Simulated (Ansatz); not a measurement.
Here is an Ansatz 0.2.0 calculation.

input.yaml

```yaml
crystal:
  lattice:
    - [0.0, 2.2535006075, 2.2535006075]
    - [2.2535006075, 0.0, 2.2535006075]
    - [2.2535006075, 2.2535006075, 0.0]
  atoms:
    - { symbol: Ga, position: [0.0, 0.0, 0.0] }
    - { symbol: "N", position: [0.25, 0.25, 0.25] }
kpoints:
  mp_grid: { grid: [10, 10, 10] }
scf:
  occupations: { method: gaussian, width: 0.03 }
hamiltonian:
  xc: pbe
  pseudopotentials: { kind: all_electron, lapw: { basis_error: 0.001 } }
output:
  forces: true
  stress: true
  eigenvalues: true
```

Potentials or basis: all-electron LAPW, scalar-relativistic.

The run is started by

```console
$ ansatz run input.yaml --threads 1 --pin off --max-ram 3072MiB --backend cpu --events-out ev --progress --plain --runs-dir out
```

Predict the pressure.

4.9 GPa.

Estimate the band gap on the k mesh.

1.73 eV, direct.

**What was measured.**

From a printed reference work, textbook, for a bulk crystal of GaN at 0 K: band gap 3.299 eV (direct).

A measured gap of GaN is 3.299 eV (direct; 0 K; a printed reference work, textbook); the calculated 1.73 eV misses it by -1.56 eV. Spin-orbit coupling on Ga is left out. The value is that of PBE, without temperature or zero-point motion. Semilocal functionals fall short of measured gaps as a rule. The cell is a database's relaxed one, not the measured one, which moves gaps too.
